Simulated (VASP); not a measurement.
# CaB2 (P6/mmm) in VASP: a series of runs, part 2 of 2

VASP 6.6.1. Earlier steps stand in the parts before.

## (4) Relaxation of cell and atoms, LDA, target pressure 20 GPa, at which the enthalpy is minimised

INCAR reads:

```
SYSTEM = CaB2
PREC = Accurate
ENCUT = 600
EDIFF = 1E-6
ISMEAR = -1
SIGMA = 0.05
LREAL = .FALSE.
LASPH = .TRUE.
NELM = 80
ALGO = Normal
ISIF = 3
LWAVE = .FALSE.
LCHARG = .FALSE.
IBRION = 2
NSW = 60
EDIFFG = -0.005
PSTRESS = 200
```

KPOINTS reads:

```
regular mesh
0
G
  9 9 7
  0 0 0
```

POSCAR reads:

```
CaB2
1.0
    3.2264302843      0.0000000000      0.0000000000
   -1.6132151421      2.7941705897      0.0000000000
    0.0000000000      0.0000000000      4.0673920000
Ca B
1 2
Direct
    0.0000000000      0.0000000000      0.0000000000
    0.6666666667      0.3333333333      0.5000000000
    0.3333333333      0.6666666667      0.5000000000
```

Potentials or basis: VASP PAW LDA potentials, release 64 (Ca_sv, B).

On the command line:

```bash
$ cat potpaw_LDA.64/Ca_sv/POTCAR potpaw_LDA.64/B/POTCAR > POTCAR
$ mpirun -np 1 vasp_std > vasp.out
```

OUTCAR:

```text
SYSTEM = CaB2
   PREC = Accurate
   ENCUT = 600
   EDIFF = 1E-6
   ISMEAR = -1
   LREAL = .FALSE.
   LASPH = .TRUE.
   NELM = 80
   ISIF = 3
   IBRION = 2
   NSW = 60
   EDIFFG = -0.005
   PSTRESS = 200

 ion  position               nearest neighbor table
   1  0.000  0.000  0.000-
   2  0.667  0.333  0.500-   3 1.86   3 1.86   3 1.86
   3  0.333  0.667  0.500-   2 1.86   2 1.86   2 1.86

  LATTYP: Found a hexagonal cell.
 ALAT       =     3.2264302843
 C/A-ratio  =     1.2606477257

  Lattice vectors:

 A1 = (   3.2264302843,   0.0000000000,   0.0000000000)
 A2 = (  -1.6132151421,   2.7941705897,   0.0000000000)
 A3 = (   0.0000000000,   0.0000000000,   4.0673920000)

Analysis of symmetry for initial positions (statically):
=====================================================================
 Subroutine PRICEL returns:
 Original cell was already a primitive cell.

 Routine SETGRP: Setting up the symmetry group for a
 hexagonal supercell.

 Subroutine GETGRP returns: Found 24 space group operations
 (whereof 24 operations were pure point group operations)
 out of a pool of 24 trial point group operations.

The static configuration has the point symmetry D_6h.

Analysis of symmetry for dynamics (positions and initial velocities):
=====================================================================
 Subroutine PRICEL returns:
 Original cell was already a primitive cell.

 Routine SETGRP: Setting up the symmetry group for a
 hexagonal supercell.

 Subroutine GETGRP returns: Found 24 space group operations
 (whereof 24 operations were pure point group operations)
 out of a pool of 24 trial point group operations.

The dynamic configuration has the point symmetry D_6h.

 Subroutine INISYM returns: Found 24 space group operations
 (whereof 24 operations are pure point group operations),
 and found     1 'primitive' translations

----------------------------------------------------------------------------------------

                                     Primitive cell

  volume of cell :      36.6683

  direct lattice vectors                    reciprocal lattice vectors
     3.226430284  0.000000000  0.000000000     0.309940061  0.178943978  0.000000000
    -1.613215142  2.794170590  0.000000000     0.000000000  0.357887956  0.000000000
     0.000000000  0.000000000  4.067392000     0.000000000  0.000000000  0.245857788

  length of vectors
     3.226430284  3.226430284  4.067392000     0.357887956  0.357887956  0.245857788

  position of ions in fractional coordinates (direct lattice)
     0.000000000  0.000000000  0.000000000
     0.666666667  0.333333333  0.500000000
     0.333333333  0.666666667  0.500000000

  ion indices of the primitive-cell ions
   primitive index   ion index
                 1           1
                 2           2
                 3           3

----------------------------------------------------------------------------------------

 KPOINTS: regular mesh

Automatic generation of k-mesh.
 Grid dimensions read from file:
 generate k-points for:    9    9    7

 Generating k-lattice:

[... 50 lines left out ...]
   NGXF,Y,Z  is equivalent  to a cutoff of  28.85, 28.85, 26.16 a.u.
 SYSTEM =  CaB2
   PREC   = accura    normal or accurate (medium, high low for compatibility)
   ISTART =      0    job   : 0-new  1-cont  2-samecut
   ICHARG =      2    charge: 1-file 2-atom 10-const
   ISPIN  =      1    spin polarized calculation?
   LNONCOLLINEAR =      F non collinear calculations
   LSORBIT =      F    spin-orbit coupling
   LASPH  =      T    aspherical Exc in radial PAW
   ENCUT  =  600.0 eV  44.10 Ry    6.64 a.u.   6.44  6.44  8.12*2*pi/ulx,y,z
   NELM   =     80;   NELMIN=  2; NELMDL= -5     # of ELM steps
   EDIFF  = 0.1E-05   stopping-criterion for ELM
   LREAL  =      F    real-space projection
   EDIFFG = -.5E-02   stopping-criterion for IOM
   NSW    =     60    number of steps for IOM
   IBRION =      2    ionic relax: 0-MD 1-quasi-New 2-CG
   NFREE  =      1    steps in history (QN), initial steepest desc. (CG)
   ISIF   =      3    stress and relaxation
   ISYM   =      2    0-nonsym 1-usesym 2-fastsym
   POTIM  = 0.5000    time-step for ionic-motion
   TEBEG  =    0.0;   TEEND  =   0.0 temperature during run
   PSTRESS=  200.0 pullay stress
   NELECT =      16.0000    total number of electrons
   NUPDOWN=      -1.0000    fix difference up-down
   EMIN   =  10.00;   EMAX   =-10.00  energy-range for DOS
   EFERMI =   0.00;   METHOD = LEGACY
   ISMEAR =    -1;   SIGMA  =   0.05  broadening in eV -4-tet -1-fermi 0-gaus
   EFERMI_NEDOS =   21; number of points for ismear=-14 and -15
   IALGO  =     38    algorithm
   IMIX   =      4    mixing-type and parameters
     AMIX     =   0.40;   BMIX     =  1.00
     AMIX_MAG =   1.60;   BMIX_MAG =  1.00
  volume/ion in A,a.u.               =      12.22        82.48
  Fermi-wavevector in a.u.,A,eV,Ry     =   1.241703  2.346479 20.977823  1.541826
  Thomas-Fermi vector in A             =   2.376089
   LORBIT       =      0    0 simple, 1 ext, 2 COOP (PROOUT), +10 PAW based schemes
   GGA     = CA    functional components
   LHFCALC =     F    Hartree Fock is set to
   AEXX    =    0.0000 exact exchange contribution
   IVDW    =     0    specifies the selected vdW correction
   LEPSILON=     F    determine dielectric tensor
   LRPA    =     F    only Hartree local field effects (RPA)
 conjugate gradient relaxation of ions
 non-spin polarized calculation
  energy-cutoff  :      600.00
  volume of cell :       36.67
 maximum number of plane-waves:      1252
 NGX is ok and might be reduce to    28
   NGX = 13   NGY = 13   NGZ = 17

--------------------------------------- Ionic step        1  -------------------------------------------

 number of electron      16.0000001 magnetization

 Free energy of the ion-electron system (eV)
  ---------------------------------------------------
  ext. energy  EPLUGINS =         0.00000000
  ---------------------------------------------------
  free energy    TOTEN  =       -17.72799582 eV

  energy without entropy =      -17.71943333  energy(sigma->0) =      -17.72371457

------------------------ aborting loop because EDIFF is reached ----------------------------------------

  FORCE on cell =-STRESS in cart. coord.  units (eV):
  Direction    XX          YY          ZZ          XY          YZ          ZX
  --------------------------------------------------------------------------------------
  -------------------------------------------------------------------------------------
  Total       -1.5632423     -1.5632423     -1.3739243     -0.0000000      0.0000000      0.0000000
  in kB      -68.3039239    -68.3039239    -60.0319095     -0.0000000      0.0000000      0.0000000
  external PRESSURE =    -265.5465858 kB  Pullay stress =     200.0000000 kB
[... 143 lines left out ...]
--------------------------------------- Ionic step        5  -------------------------------------------

 number of electron      16.0000000 magnetization

 Free energy of the ion-electron system (eV)
  ---------------------------------------------------
  ext. energy  EPLUGINS =         0.00000000
  ---------------------------------------------------
  free energy    TOTEN  =       -17.54768330 eV

  energy without entropy =      -17.53914525  energy(sigma->0) =      -17.54341428

 E-fermi :   5.6903     XC(G=0): -11.8171

 val. band max:        5.6381179800   @ k =   0.4444  -0.0000   0.2857
 cond. band min:       5.7141550410   @ k =   0.1111  -0.0000   0.4286
 fundamental gap:      0.0760370610
 Fermi energy:         5.6903187371

 k-point     1 :       0.0000    0.0000    0.0000
  band No.  band energies     occupation
      1     -33.0727      2.00000
      2     -14.4647      2.00000
      3     -13.9240      2.00000
      4     -13.9240      2.00000
      5      -5.2049      2.00000
      6       4.0695      2.00000
      7       6.1020      0.00053
      8       6.1055      0.00049
      9       6.1055      0.00049
     10      11.7057      0.00000
     11      11.7057      0.00000
     12      12.6543      0.00000
[... 331 lines left out ...]
 k-point    24 :       0.3333    0.3333    0.1429
  band No.  band energies     occupation
      1     -32.8072      2.00000
      2     -14.8488      2.00000
      3     -14.8488      2.00000
      4     -14.1526      2.00000
      5      -0.2030      2.00000
      6      -0.2030      2.00000
      7       1.0829      2.00000
      8       5.5246      1.92982
      9       5.5246      1.92982
     10      10.4062      0.00000
     11      10.4062      0.00000
     12      12.8199      0.00000

 [... further k-points ...]

------------------------ aborting loop because EDIFF is reached ----------------------------------------

  FORCE on cell =-STRESS in cart. coord.  units (eV):
  Direction    XX          YY          ZZ          XY          YZ          ZX
  --------------------------------------------------------------------------------------
  -------------------------------------------------------------------------------------
  Total        3.8459042      3.8459042      3.8434967      0.0000000     -0.0000000      0.0000000
  in kB      199.7077701    199.7077701    199.5827558      0.0000000     -0.0000000      0.0000000
  external PRESSURE =      -0.3339013 kB  Pullay stress =     200.0000000 kB
[... 22 lines left out ...]
  energy  without entropy=      -17.5391452494  energy(sigma->0) =      -17.54341428

  enthalpy is  TOTEN    =       -13.6961514670 eV   P V=        3.8515318357

 reached required accuracy - stopping structural energy minimisation
```

Run time: 1.9 min. Hardware: 1 thread of Intel Xeon Platinum 8259CL at 2.50GHz (Skylake/Cascade Lake), shared host; peak memory 0.18 GiB.

Results:

```yaml
Free_energy: -17.5477 eV
Relaxed_volume: 10.28 Å³/atom
Relaxed_cell: a = 3.044 Å, b = 3.044 Å, c = 3.844 Å, α = 90.00°, β = 90.00°, γ = 120.00°
Space_group_after_relaxing_to_0.05_Å: P6/mmm (No. 191)
Energy_change_on_relaxing_the_enthalpy_is_what_falls: +60.1 meV/atom
Ionic_steps: 5
Pressure_after_relaxing: 20.0 GPa
Band_gap_on_the_k_mesh: none (metal or under the smearing width)
```

Step by step:
```
step  energy change (eV)  largest force (eV/Å)  pressure (GPa)  volume (Å³)
   1              0.0000                0.0000           -6.55        36.67
   2              1.0520                0.0000           54.42        26.93
   3              0.1699                0.0000           19.39        30.94
   4              0.1832                0.0000           20.09        30.83
   5              0.1803                0.0000           19.97        30.85
```

Final structure:
```cif
data_structure
_symmetry_space_group_name_H-M 'P 1'
_symmetry_Int_Tables_number 1
_cell_length_a 3.0442
_cell_length_b 3.0442
_cell_length_c 3.8444
_cell_angle_alpha 90.000
_cell_angle_beta 90.000
_cell_angle_gamma 120.000
_cell_volume 30.85
loop_
_atom_site_label
_atom_site_type_symbol
_atom_site_fract_x
_atom_site_fract_y
_atom_site_fract_z
_atom_site_occupancy
Ca1 Ca 0.00000 0.00000 0.00000 1
B1 B 0.66667 0.33333 0.50000 1
B2 B 0.33333 0.66667 0.50000 1
```

Levels at points of the mesh, in eV from the Fermi level:
| k point | band 4 | band 5 | band 6 | band 7 | band 8 | band 9 | band 10 | band 11 | band 12 |
| --- | --- | --- | --- | --- | --- | --- | --- | --- | --- |
| (0.00, 0.00, 0.00) | -19.61 | -10.90 | -1.62 | 0.41 | 0.42 | 0.42 | 6.02 | 6.02 | 6.96 |

Caveat: the cell is relaxed towards a set pressure, so the enthalpy falls and the energy may rise; the volume moved by over 15 % at a fixed basis, so the end points are rough.

## (5) Summary

```tsv
cell	target pressure	gap on the mesh (eV)	pressure (GPa)
relaxed to 5 GPa	5 GPa	none	5.0
relaxed to 10 GPa	10 GPa	none	10.0
relaxed to 20 GPa	20 GPa	none	20.0
```

Alike in all rows: task relaxation of cell and atoms; level LDA; potentials or basis VASP PAW LDA potentials, release 64 (Ca_sv, B); no spin polarisation; k mesh 9 × 9 × 7; cutoff (eV) 600; smearing fermi-dirac 0.05 eV.

Caveats: the cell is relaxed towards a set pressure, so the enthalpy falls and the energy may rise; the volume moved by over 15 % at a fixed basis, so the end points are rough (some runs).

Absolute energies hang on the potentials; compare differences alone.
